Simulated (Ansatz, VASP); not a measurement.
# HfB2: VASP beside Ansatz

```
Hf B
1.0
     3.20158    0.00000    0.00000
    -1.60079    2.77265    0.00000
     0.00000    0.00000    3.54825
Hf B
1 2
Direct
  0.00000 0.00000 0.00000
  0.66667 0.33333 0.50000
  0.33333 0.66667 0.50000
```

Change from the starting cell: volume scaled by 1.06.

Alike in both runs: task single point; functional PBE; k mesh 10 × 10 × 8; occupations fermi-dirac, width 0.05 eV; no spin polarisation.

|  | VASP | Ansatz |
| --- | --- | --- |
| version | VASP 6.6.1 | Ansatz 0.2.0 |
| potentials or method | VASP PAW PBE potentials, release 64 (Hf_pv, B) | Ansatz PAW |
| plane-wave cutoff (eV) | 520 | 420 |
| valence electrons in the cell | 16 | 32 |

|  | VASP | Ansatz | Ansatz less VASP |
| --- | --- | --- | --- |
| gap on the k mesh at the Fermi level (eV) | none | none | - |
| pressure (GPa) | -12.4 | -11.9 | +0.48 |
| largest component of the traceless stress (GPa) | 1.55 | 1.47 | -0.080 |

A gap of «none» marks a metal or a gap that the smearing closes. The two sets of potentials don't hold the same shells in valence.

Spin-orbit coupling is left out, which matters for the levels of Hf.
